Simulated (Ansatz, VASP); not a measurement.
# InSe: VASP beside Ansatz, part 2 of 2

Aim: how closely do two programs agree when they are given the same cell, functional and k mesh? Of the first pair: The structure shown is the start of the Ansatz relaxation below; VASP solves that cell, so the two are compared at the walk's first step.

VASP 6.6.1 and Ansatz 0.2.0.

So far. Step 4 (Comparison): The forces differ by 10 meV/Å r.m.s., which is 8.7 % of the r.m.s. force of 0.116 eV/Å (both taken over all components). Where the cell holds vacuum, a pressure given here is an average over it and none of the material. Step 5 (Ansatz: relaxation, PBEsol with D3(BJ)): This is the run of step 2 again, met here at its other cell.

## 6. VASP: single point, PBEsol with D3(BJ), relaxed cell, pair 2

Level of this step: PBEsol with D3(BJ); plane waves and PAW (In_d, Se) (VASP).

The same cell, functional, mesh and smearing now go to VASP, with its own data sets.

INCAR

```
SYSTEM = InSe
PREC = Accurate
ENCUT = 400
EDIFF = 1E-06
NELM = 120
ISMEAR = -1
SIGMA = 0.02
LREAL = .FALSE.
ALGO = Normal
GGA = PS
IVDW = 12
NBANDS = 25
LORBIT = 11
LWAVE = .FALSE.
LCHARG = .FALSE.
ISIF = 2
LDIPOL = .TRUE.
IDIPOL = 3
DIPOL = 0.5 0.5 0.5
LVHAR = .TRUE.
LASPH = .TRUE.
GGA_COMPAT = .FALSE.
EFERMI = MIDGAP
NELMDL = -8
KPAR = 2
```

POSCAR

```
InSe
1.0
    3.9522880465      0.0000000000      0.0000000000
   -1.9761440233      3.4227818513      0.0000000000
    0.0000000000      0.0000000000     37.9000000000
In Se
2 2
Direct
    0.3333333333      0.6666666667      0.5363209545
    0.3333333333      0.6666666667      0.4636790455
    0.6666666666      0.3333333334      0.5705970083
    0.6666666666      0.3333333334      0.4294029917
```

KPOINTS

```
Automatic mesh
0
Gamma
6 6 1
0 0 0
```

PAW data sets: In_d and Se (PBE family, release 64).

Launch:

```bash
$ mpirun -np 2 vasp_std
```

Numbers of over 12 decimals in the logs are rounded to 6 here.

Output:

```text
[banner, memory and clock lines left out]
running    2 mpi-ranks, on    1 nodes
[...]
[... a notice as in an earlier step ...]

 LDA part: xc-table for (Slater+PW92), standard interpolation
 POSCAR, INCAR and KPOINTS ok, starting setup
[...]
entering main loop
       N       E                     dE             d eps       ncg     rms          rms(c)
DAV:   1     0.262924963860E+03    0.26292E+03   -0.13243E+04   422   0.929E+02
DAV:   2     0.135004679692E+02   -0.24942E+03   -0.24607E+03   410   0.268E+02
DAV:   3    -0.151033188761E+02   -0.28604E+02   -0.28430E+02   458   0.110E+02
DAV:   4    -0.159916249397E+02   -0.88831E+00   -0.88659E+00   427   0.251E+01
[...]
DAV:  24    -0.155404386207E+02   -0.25375E-05   -0.54955E-08   286   0.121E-03    0.157E-04
DAV:  25    -0.155404396445E+02   -0.10238E-05   -0.17531E-08   241   0.689E-04    0.210E-04
DAV:  26    -0.155404401387E+02   -0.49421E-06   -0.94223E-09   244   0.635E-04
   1 F= -.16373704E+02 E0= -.16373704E+02  d E =-.809300E-21
```

From OUTCAR (step 6):

```text
 Edisp (eV)   -0.83326

  Total       0.02451     0.02451     0.01728    -0.00000    -0.00000     0.00000
  in kB       0.07658     0.07658     0.05400    -0.00000    -0.00000     0.00000
  external pressure =        0.07 kB  Pullay stress =        0.00 kB

 POSITION                                       TOTAL-FORCE (eV/Angst)
 -----------------------------------------------------------------------------------
     -0.00000      2.28185     20.32656         0.000000      0.000000     -0.021265
     -0.00000      2.28185     17.57344         0.000000      0.000000      0.021265
      1.97614      1.14093     21.62563        -0.000000     -0.000000      0.022590
      1.97614      1.14093     16.27437        -0.000000     -0.000000     -0.022590
 -----------------------------------------------------------------------------------
    total drift:                                0.000002     -0.000001     -0.000000

  FREE ENERGIE OF THE ION-ELECTRON SYSTEM (eV)
  ---------------------------------------------------
  free  energy   TOTEN  =       -16.3737035820 eV

  energy  without entropy=      -16.3737035820  energy(sigma->0) =      -16.37370358

[... 1 part as in an earlier step ...]

[... 2 further parts left out ...]
[key lines of the parts left out:]
E-fermi :  -3.0466
```

## 7. Side by side

What differs besides the data sets and the points named for the pairs above, as far as they apply: the data sets hold 58 valence electrons in Ansatz (on its default PAW (the set named soft_2) files) and 38 in VASP. Total energies have different zeros and are not compared.

Compared:

```tsv
quantity	Ansatz	VASP	difference
gap on the k mesh (eV)	1.833	1.823	+0.010
```

The largest component of a force difference here is 22 meV/Å. A gap on the mesh is an upper bound, since the band edges may lie between its points. Where the cell holds vacuum, a pressure given here is an average over it and none of the material.

## 8. Other set-ups

Further runs change the set-up of one program: Ansatz's method, potentials or start, or VASP's data sets, cutoff or form of LDA. The table gives Ansatz less VASP for each quantity, since a change that brings one quantity closer may part another.

```tsv
run	r.m.s. force difference (meV/Å)	gap on the k mesh (eV)
as above	12	0.010
VASP with the data sets In_sv_GW and Se and a cutoff of 520 eV	9.9	0.0080
```

## 9. Ansatz: relaxation, PBEsol with D3(BJ)

The two programs are compared at the cell with which this relaxation starts, whose forces are those of its first step. This pair takes another cell of the material, with 8 atoms against 4 for the pair before.

The structure compared here is the start of the Ansatz relaxation; VASP solves that cell, so the two are compared at the walk's first step.

input.yaml

```yaml
crystal:
  lattice:
    - [4.09, 0.0, 0.0]
    - [-2.045, 3.5420439015, 0.0]
    - [0.0, 0.0, 54.8]
  atoms:
    - { symbol: In, position: [0.3333333333, 0.6666666667, 0.448540146] }
    - { symbol: In, position: [0.3333333333, 0.6666666667, 0.3970802919] }
    - { symbol: Se, position: [0.6666666667, 0.3333333333, 0.4717153284] }
    - { symbol: Se, position: [0.6666666667, 0.3333333333, 0.3739051095] }
    - { symbol: In, position: [0.6666666667, 0.3333333333, 0.6029197081] }
    - { symbol: In, position: [0.6666666667, 0.3333333333, 0.551459854] }
    - { symbol: Se, position: [0.3333333333, 0.6666666667, 0.6260948905] }
    - { symbol: Se, position: [0.3333333333, 0.6666666667, 0.5282846716] }
  periodic: [true, true, false]
kpoints:
  mp_grid: { grid: [6, 6, 1] }
hamiltonian:
  xc: pbesol
  dispersion: d3bj
scf:
  occupations: { method: fermi_dirac, width: 0.02 }
relax:
  f_tol: 0.01
  max_steps: 100
  cell: {}
output:
  write_density: true
  write_potential: true
  elf: true
  volumetric_format: npy
```

Launch:

```bash
$ ansatz run input.yaml --threads 3 --pin off --max-ram 92160MiB --backend cuda --events-out ev --progress --plain --runs-dir out --devices 1 --max-vram 13GiB
```

Output:

```text
GPUs: using 1 of 1 available (devices: 1).
[...]
GPU FFT provider: cuFFT
GPU libraries: cuBLAS 13.8.2, cuFFT 12.4.0, cuSOLVER 12.3.4
Crystal: 8 atoms, lattice volume = 793.885 Å³
Basis set: ecut = 420 eV, 15423 PW (Γ), exchange–correlation on 60×60×750 points (8 copies of the dense FFT grid, shifted against one another)
[...]
atoms:
    - { symbol: In, position: [0.333333, 0.666667, 0.450515] }
    - { symbol: In, position: [0.333333, 0.666667, 0.400283] }
    - { symbol: Se, position: [0.666667, 0.333333, 0.474142] }
    - { symbol: Se, position: [0.666667, 0.333333, 0.376593] }
    - { symbol: In, position: [0.666667, 0.333333, 0.599717] }
    - { symbol: In, position: [0.666667, 0.333333, 0.549485] }
    - { symbol: Se, position: [0.333333, 0.666667, 0.623407] }
    - { symbol: Se, position: [0.333333, 0.666667, 0.525858] }
[key lines of the parts left out:]
SCF converged after 8 iterations
Free energy (F): -43804.266124 eV
Fermi energy:    -5.049692 eV
P = ½ c Tr σ = -0.0269 N/m
```

## 10. VASP: single point, PBEsol with D3(BJ), start cell, pair 3

The same cell, functional, mesh and smearing now go to VASP, with its own data sets.

Edit INCAR of step 6 so:

```diff
@@ -11,3 +11,3 @@
 IVDW = 12
-NBANDS = 25
+NBANDS = 47
 LORBIT = 11
```

POSCAR

```
InSe
1.0
    4.0900000000      0.0000000000      0.0000000000
   -2.0450000000      3.5420440000      0.0000000000
    0.0000000000      0.0000000000     54.8000000000
In Se
4 4
Direct
    0.3333333804      0.6666667608      0.4485401460
    0.3333333804      0.6666667608      0.3970802920
    0.6666667137      0.3333334275      0.6029197080
    0.6666667137      0.3333334275      0.5514598540
    0.6666667137      0.3333334275      0.4717153285
    0.6666667137      0.3333334275      0.3739051095
    0.3333333804      0.6666667608      0.6260948905
    0.3333333804      0.6666667608      0.5282846715
```

KPOINTS is that of step 6.

Launch:

```bash
$ mpirun -np 2 vasp_std
```

Output:

```text
[banner, memory and clock lines left out]
running    2 mpi-ranks, on    1 nodes
[...]
[... a notice as in an earlier step ...]

 LDA part: xc-table for (Slater+PW92), standard interpolation
|                                                                             |
|           W    W    AA    RRRRR   N    N  II  N    N   GGGG   !!!           |
|           W    W   A  A   R    R  NN   N  II  NN   N  G    G  !!!           |
|           W    W  A    A  R    R  N N  N  II  N N  N  G       !!!           |
|           W WW W  AAAAAA  RRRRR   N  N N  II  N  N N  G  GGG   !            |
|           WW  WW  A    A  R   R   N   NN  II  N   NN  G    G                |
|           W    W  A    A  R    R  N    N  II  N    N   GGGG   !!!           |
|                                                                             |
|     One of the lattice vectors is very long (>50 A), but AMIN is rather     |
|     large. This can spoil convergence since charge sloshing might occur     |
|     along the long lattice vector. If problems with convergence are         |
|     observed, try to decrease AMIN to a smaller value (e.g. 0.01).          |
|     Note: This warning only applies if the self-consistency cycle is        |
|     used.                                                                   |
|                                                                             |

 POSCAR, INCAR and KPOINTS ok, starting setup
[...]
entering main loop
       N       E                     dE             d eps       ncg     rms          rms(c)
DAV:   1     0.575686815542E+03    0.57569E+03   -0.27114E+04   842   0.106E+03
DAV:   2     0.379883799020E+02   -0.53770E+03   -0.52831E+03   807   0.297E+02
DAV:   3    -0.298100936948E+02   -0.67798E+02   -0.67200E+02   852   0.135E+02
DAV:   4    -0.319600590890E+02   -0.21500E+01   -0.21449E+01   774   0.289E+01
[...]
DAV:  26    -0.310708899209E+02   -0.23185E-05   -0.39707E-08   465   0.158E-03    0.255E-04
DAV:  27    -0.310708913077E+02   -0.13868E-05   -0.15613E-08   406   0.150E-03    0.198E-04
DAV:  28    -0.310708918921E+02   -0.58436E-06   -0.17982E-08   415   0.614E-04
   1 F= -.32942419E+02 E0= -.32942419E+02  d E =-.600641E-10
```

Parts of OUTCAR (step 10):

```text
 Edisp (eV)   -1.87153

  Total      -5.29973    -5.29973    -3.89751     0.00000    -0.00000     0.00000
  in kB     -10.69563   -10.69563    -7.86574     0.00000    -0.00000     0.00000
  external pressure =       -9.75 kB  Pullay stress =        0.00 kB

 POSITION                                       TOTAL-FORCE (eV/Angst)
 -----------------------------------------------------------------------------------
      0.00000      2.36136     24.58000        -0.000000      0.000000      0.050999
      0.00000      2.36136     21.76000         0.000000      0.000000      0.013779
      2.04500      1.18068     33.04000         0.000000     -0.000000     -0.013779
      2.04500      1.18068     30.22000        -0.000000     -0.000000     -0.050999
      2.04500      1.18068     25.85000         0.000000      0.000000     -0.211986
      2.04500      1.18068     20.49000         0.000000      0.000000      0.290923
      0.00000      2.36136     34.31000        -0.000000     -0.000000     -0.290923
      0.00000      2.36136     28.95000        -0.000000      0.000000      0.211986
 -----------------------------------------------------------------------------------
    total drift:                                0.000000     -0.001013     -0.000000

  FREE ENERGIE OF THE ION-ELECTRON SYSTEM (eV)
  ---------------------------------------------------
  free  energy   TOTEN  =       -32.9424189434 eV

  energy  without entropy=      -32.9424189433  energy(sigma->0) =      -32.94241894

[... 3 further parts left out ...]
[key lines of the parts left out:]
E-fermi :  -2.5292
```

## 11. Comparison

What differs besides the data sets and the points named for the pairs above, as far as they apply: the data sets hold 116 valence electrons in Ansatz (on its default PAW (the set named soft_2) files) and 76 in VASP. Total energies have different zeros and are not compared.

Forces (eV/Å; atoms numbered as in POSCAR):

```tsv
atom	Ansatz x, y, z	VASP x, y, z
In1	0.000, 0.000, 0.068	0.000, 0.000, 0.051
In2	0.000, 0.000, -0.003	0.000, 0.000, 0.014
In3	0.000, 0.000, 0.003	0.000, 0.000, -0.014
In4	0.000, 0.000, -0.068	0.000, 0.000, -0.051
Se5	0.000, 0.000, -0.230	0.000, 0.000, -0.212
Se6	0.000, 0.000, 0.309	0.000, 0.000, 0.291
Se7	0.000, 0.000, -0.309	0.000, 0.000, -0.291
Se8	0.000, 0.000, 0.230	0.000, 0.000, 0.212
```

The forces differ by 10 meV/Å r.m.s., which is 9.6 % of the r.m.s. force of 0.105 eV/Å (both taken over all components). Where the cell holds vacuum, a pressure given here is an average over it and none of the material.

## 12. Summary of results

| Item | Value |
| --- | --- |
| r.m.s. force difference (single point, PBEsol with D3(BJ), start cell, pair 1) | 10 meV/Å |
| r.m.s. force difference (single point, PBEsol with D3(BJ), relaxed cell, pair 2) | 12 meV/Å |
| r.m.s. force difference (single point, PBEsol with D3(BJ), start cell, pair 3) | 10 meV/Å |

What this shows: The r.m.s. force difference is 12 meV/Å (single point, PBEsol with D3(BJ), relaxed cell, pair 2), at about the 12 meV/Å picked in this series as the mark of a large difference. The data sets hold unlike numbers of valence electrons (58 in Ansatz and 38 in VASP and 116 in Ansatz and 76 in VASP), so part of the differences may come from the potentials. For single point, PBEsol with D3(BJ), relaxed cell, pair 2, no further run moves any of the tabulated differences by more than a quarter of its size. 3 further pairs of this series are not shown here. How closely two codes agree says nothing of how well the functional describes the real material.

[Lines on the potential files, build, host, timing and source positions are cut from VASP's logs without a mark.]

[Logs are printed without paths, hosts, clocks, repeated set-up lines and the standing remarks that a program may print on its own settings, such as how far it seeks lower states.]

[Hosts, paths, dates, database ids (printed as entryN), source tags and the programs' standing remarks are cut or masked in the printed files.]
